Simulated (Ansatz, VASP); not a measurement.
# Yb: VASP beside Ansatz

```xyz
1
Lattice="0.0000 2.2027 2.2027 2.2027 0.0000 2.2027 2.2027 2.2027 0.0000" Properties=species:S:1:pos:R:3 pbc="T T T"
Yb    0.0000    0.0000    0.0000
```

Change from the starting cell: volume scaled by 0.6, PAW files, source ansatz.

Alike in both runs: task single point; functional PBE; k mesh 14 × 14 × 14; occupations fermi-dirac, width 0.08 eV; no spin polarisation.

|  | VASP | Ansatz |
| --- | --- | --- |
| version | VASP 6.6.1 | Ansatz 0.2.0 |
| potentials or method | VASP PAW PBE potentials, release 64 (Yb) | PAW with other files of Ansatz's library (source ansatz), scalar-relativistic |
| plane-wave cutoff (eV) | 520 | 820 |
| valence electrons in the cell | 24 | 24 |

|  | VASP | Ansatz | Ansatz less VASP |
| --- | --- | --- | --- |
| pressure (GPa) | 23.2 | 23.4 | +0.19 |

Caveats: so large a pressure means that the cell lies far from this level's equilibrium, or that cutoff or potentials fall short (VASP). Spin polarisation is off, so any magnetic state and its effect on volume and gap are missing. The runs have no spin-orbit coupling, so splittings on Yb are missing.
